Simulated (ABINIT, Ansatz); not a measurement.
# SiC (Moissanite): modes at Γ and the response to a field, part 2 of 3

Which modes does SiC (Moissanite) have at the zone centre?

ABINIT 10.8.3; DFT LDA, scalar-relativistic, plane waves, PseudoDojo norm-conserving pseudopotentials.

So far. Step 3 (Self-consistent run for the response): The cell stands at -0.34 GPa: the relaxation ran with a smoothed and higher cutoff and on another k mesh. Step 5 (Zone-centre response): The acoustic modes at Γ come out as far as 0.2 cm⁻¹ from zero, where they should vanish, a small numerical error; the Born charges miss their sum rule by 0.024 e, which is fair. The relaxed cell has a = 3.054, c = 5.012 Å (conventional setting).

## Step 6: Zone-centre analysis

anaddb reads the merged derivatives, imposes the acoustic sum rule and charge neutrality, and adds the LO-TO term along chosen directions.

anaddb.abi

```
ddb_filepath "gamma_DDB"
output_file "anaddb.abo"
outdata_prefix "anaddb"
asr 1
chneut 1
enunit 2
eivec 1
nph1l 1
qph1l 0.0 0.0 0.0 1.0
dieflag 1
nph2l 3
qph2l 
    1.0 0.0 0.0 0.0
    0.0 0.0 1.0 0.0
    1.0 1.0 1.0 0.0
```

mrgddb.in

```
gamma_DDB
merged
2
dfpt_gammao_DS2_DDB
gso_DDB
```

On the command line:

```console
mrgddb < mrgddb.in > mrgddb.log
OMP_NUM_THREADS=1 anaddb anaddb.abi > anaddb.log
```

anaddb.abo, the main output file:

```text
[banners, grids, parts of the stress and lines that vanish by symmetry left out]
-outvars_anaddb: echo values of input variables ----------------------

 Flags :
[...]
Dielectric Tensor and Effective Charges
[...]
Effective charge tensors after
[...]
Phonon wavevector (reduced coordinates) :  0.00000  0.00000  0.00000
 Phonon energies in Hartree :
[...]
Phonon energies in meV     :
-  0.000000E+00  0.000000E+00  0.000000E+00  3.210330E+01  3.210330E+01
-  7.426336E+01  9.524633E+01  9.524633E+01  9.564534E+01  9.937013E+01
-  9.937013E+01  1.045016E+02
 Phonon frequencies in cm-1    :
-  0.000000E+00  0.000000E+00  0.000000E+00  2.589306E+02  2.589306E+02
-  5.989744E+02  7.682134E+02  7.682134E+02  7.714317E+02  8.014742E+02
-  8.014742E+02  8.428622E+02
 Phonon frequencies in Thz     :
-  0.000000E+00  0.000000E+00  0.000000E+00  7.762544E+00  7.762544E+00
-  1.795680E+01  2.303046E+01  2.303046E+01  2.312694E+01  2.402759E+01
-  2.402759E+01  2.526837E+01
 Phonon energies in Kelvin  :
-  0.000000E+00  0.000000E+00  0.000000E+00  3.725433E+02  3.725433E+02
-  8.617905E+02  1.105288E+03  1.105288E+03  1.109918E+03  1.153143E+03
-  1.153143E+03  1.212691E+03
[...]
-  1  0.00000000E+00  0.00000000E+00 -2.61548189E-03
-     0.00000000E+00  0.00000000E+00  0.00000000E+00
-  2  0.00000000E+00  0.00000000E+00 -2.61548189E-03
-     0.00000000E+00  0.00000000E+00  0.00000000E+00
-  3  0.00000000E+00  0.00000000E+00 -2.61548191E-03
-     0.00000000E+00  0.00000000E+00  0.00000000E+00
-  4  0.00000000E+00  0.00000000E+00 -2.61548191E-03
-     0.00000000E+00  0.00000000E+00  0.00000000E+00
[...]
-  1  3.14990951E-07  2.61548186E-03  0.00000000E+00
-     0.00000000E+00  0.00000000E+00  0.00000000E+00
-  2  3.14990951E-07  2.61548186E-03  0.00000000E+00
-     0.00000000E+00  0.00000000E+00  0.00000000E+00
-  3  3.14990956E-07  2.61548191E-03  0.00000000E+00
-     0.00000000E+00  0.00000000E+00  0.00000000E+00
-  4  3.14990956E-07  2.61548191E-03  0.00000000E+00
-     0.00000000E+00  0.00000000E+00  0.00000000E+00
[...]
-  1  2.61548187E-03 -3.14989498E-07  0.00000000E+00
-     0.00000000E+00  0.00000000E+00  0.00000000E+00
-  2  2.61548187E-03 -3.14989498E-07  0.00000000E+00
-     0.00000000E+00  0.00000000E+00  0.00000000E+00
-  3  2.61548191E-03 -3.14989503E-07  0.00000000E+00
-     0.00000000E+00  0.00000000E+00  0.00000000E+00
-  4  2.61548191E-03 -3.14989503E-07  0.00000000E+00
-     0.00000000E+00  0.00000000E+00  0.00000000E+00
[...]
-  1  1.03185554E-03  2.47641208E-03  0.00000000E+00
-     0.00000000E+00  0.00000000E+00  0.00000000E+00
-  2 -1.03185554E-03 -2.47641208E-03  0.00000000E+00
-     0.00000000E+00  0.00000000E+00  0.00000000E+00
[...]
-     1         -0.000000     0.000000     0.000000     0.000000
-     2         -0.000000    -0.000000     0.000000     0.000000
-     3         -0.000000     0.000000    -0.000000     0.000000
-     4         -0.000000    -0.000000    -0.000000     0.000000
-     5         -0.000000     0.000000    -0.000000     0.000000
[...]
-     7          0.000000    -0.000000     0.000000     0.000000
[...]
-   1     Real    0.0000E+00  0.0000E+00  0.0000E+00  0.0000E+00  0.0000E+00  0.0000E+00  0.0000E+00
[...]
-   2     Real    0.0000E+00  0.0000E+00  0.0000E+00  0.0000E+00  0.0000E+00  0.0000E+00  0.0000E+00
[...]
-   3     Real    0.0000E+00  0.0000E+00  0.0000E+00  0.0000E+00  0.0000E+00  0.0000E+00  0.0000E+00
[...]
-   4     Real    0.0000E+00  0.0000E+00  0.0000E+00  0.0000E+00  0.0000E+00  0.0000E+00  0.0000E+00
[...]
-   5     Real    0.0000E+00  0.0000E+00  0.0000E+00  0.0000E+00  0.0000E+00  0.0000E+00  0.0000E+00
[...]
-   7     Real    0.0000E+00  0.0000E+00  0.0000E+00  0.0000E+00  0.0000E+00  0.0000E+00  0.0000E+00
[...]
-   8     Real    0.0000E+00  0.0000E+00  0.0000E+00  0.0000E+00  0.0000E+00  0.0000E+00  0.0000E+00
[...]
-  10     Real    1.4254E-04  7.9940E-04  0.0000E+00  3.3756E-04  0.0000E+00  0.0000E+00  9.4194E-04
[...]
-  11     Real    7.9940E-04  1.4254E-04  0.0000E+00 -3.3756E-04  0.0000E+00  0.0000E+00  9.4194E-04
[...]
Phonon at Gamma, with non-analyticity in the
[...]
Phonon energies in Hartree :
[...]
Phonon energies in meV     :
[...]
-  1.045016E+02  1.205414E+02
 Phonon frequencies in cm-1    :
[...]
-  8.428622E+02  9.722323E+02
 Phonon frequencies in Thz     :
[...]
-  2.526837E+01  2.914679E+01
 Phonon energies in Kelvin  :
[...]
-  1.212691E+03  1.398825E+03
[...]
Phonon at Gamma, with non-analyticity in the
[...]
Phonon energies in Hartree :
[...]
Phonon energies in meV     :
[...]
-  1.045016E+02  1.194968E+02
 Phonon frequencies in cm-1    :
[...]
-  8.428622E+02  9.638068E+02
 Phonon frequencies in Thz     :
[...]
-  2.526837E+01  2.889420E+01
 Phonon energies in Kelvin  :
[...]
-  1.212691E+03  1.386703E+03
[...]
-  4  0.00000000E+00 -2.61548193E-03  0.00000000E+00
-     0.00000000E+00  0.00000000E+00  0.00000000E+00
[...]
-  1  2.61548188E-03  0.00000000E+00  0.00000000E+00
-     0.00000000E+00  0.00000000E+00  0.00000000E+00
-  2  2.61548188E-03  0.00000000E+00  0.00000000E+00
-     0.00000000E+00  0.00000000E+00  0.00000000E+00
-  3  2.61548193E-03  0.00000000E+00  0.00000000E+00
-     0.00000000E+00  0.00000000E+00  0.00000000E+00
-  4  2.61548193E-03  0.00000000E+00  0.00000000E+00
-     0.00000000E+00  0.00000000E+00  0.00000000E+00
[...]
-  1  1.03187118E-03  2.47640557E-03  0.00000000E+00
-     0.00000000E+00  0.00000000E+00  0.00000000E+00
[...]
Phonon at Gamma, with non-analyticity in the
[...]
Phonon energies in Hartree :
[...]
Phonon energies in meV     :
-  0.000000E+00  0.000000E+00  0.000000E+00  3.210330E+01  3.210330E+01
-  7.426336E+01  9.524633E+01  9.524633E+01  9.689699E+01  9.937013E+01
-  1.045016E+02  1.202180E+02
 Phonon frequencies in cm-1    :
-  0.000000E+00  0.000000E+00  0.000000E+00  2.589306E+02  2.589306E+02
-  5.989744E+02  7.682134E+02  7.682134E+02  7.815270E+02  8.014742E+02
-  8.428622E+02  9.696234E+02
 Phonon frequencies in Thz     :
-  0.000000E+00  0.000000E+00  0.000000E+00  7.762544E+00  7.762544E+00
-  1.795680E+01  2.303046E+01  2.303046E+01  2.342959E+01  2.402759E+01
-  2.526837E+01  2.906858E+01
 Phonon energies in Kelvin  :
-  0.000000E+00  0.000000E+00  0.000000E+00  3.725433E+02  3.725433E+02
-  8.617905E+02  1.105288E+03  1.105288E+03  1.124443E+03  1.153143E+03
-  1.212691E+03  1.395072E+03
[...]
-  3  3.77934832E-03 -1.59567532E-03  0.00000000E+00
-     0.00000000E+00  0.00000000E+00  0.00000000E+00
-  4 -3.77934832E-03  1.59567532E-03  0.00000000E+00
-     0.00000000E+00  0.00000000E+00  0.00000000E+00
[...]
Direction                     Dielectric constant
[...]
0.00000   0.00000   1.00000     11.22651178
   1.00000   1.00000   1.00000     10.50095505
-
```

Wall time 0.51 s (1 thread of Arm Neoverse V1, shared host).

Read from the output:

| Item | Value |
| --- | --- |
| miss of the charge sum rule | 0.024 e |
| mean static dielectric constant | 10.50 |
| highest mode moved by the LO-TO term | 972.2 cm⁻¹ |

No LO-TO term; unit eigenvectors of the mass-weighted matrix, from anaddb's displacements. The modes at Γ (shares of kinetic energy by element, %):

| mode | frequency (cm⁻¹) | Si % | C % |
| --- | --- | --- | --- |
| 1 | 0.0 | 70 | 30 |
| 2 | 0.0 | 70 | 30 |
| 3 | 0.0 | 70 | 30 |
| 4 | 258.9 | 74 | 26 |
| 5 | 258.9 | 74 | 26 |
| 6 | 599.0 | 100 | 0 |
| 7 | 768.2 | 26 | 74 |
| 8 | 768.2 | 26 | 74 |
| 9 | 771.4 | 30 | 70 |
| 10 | 801.5 | 30 | 70 |
| 11 | 801.5 | 30 | 70 |
| 12 | 842.9 | 0 | 100 |

Displacements in mode 4 (258.9 cm⁻¹), the largest set to 1:
```
Si1  0.42  1.00  0.00
Si2 -0.42 -1.00  0.00
C3  -0.38 -0.91  0.00
C4   0.38  0.91  0.00
```

Displacements in mode 12 (842.9 cm⁻¹), the largest set to 1:
```
Si1  0.00  0.00  0.01
Si2  0.00  0.00 -0.01
C3   0.00  0.00  1.00
C4   0.00  0.00 -1.00
```

Static dielectric tensor (ions relaxed, fixed cell):

```
10.14  0.00  0.00
 0.00 10.14  0.00
 0.00  0.00 11.23
```

The rule moves no optical mode by more than 0.1 cm⁻¹.

[end of part 2 of 3]

[Host names and launcher messages were left out of these logs when they were recorded.]

[Logs are printed without paths, hosts, clocks, repeated set-up lines and the standing remarks that a program may print on its own settings, such as how far it seeks lower states.]

[Hosts, paths, dates, database ids (printed as entryN), source tags and the programs' standing remarks are cut or masked in the printed files.]
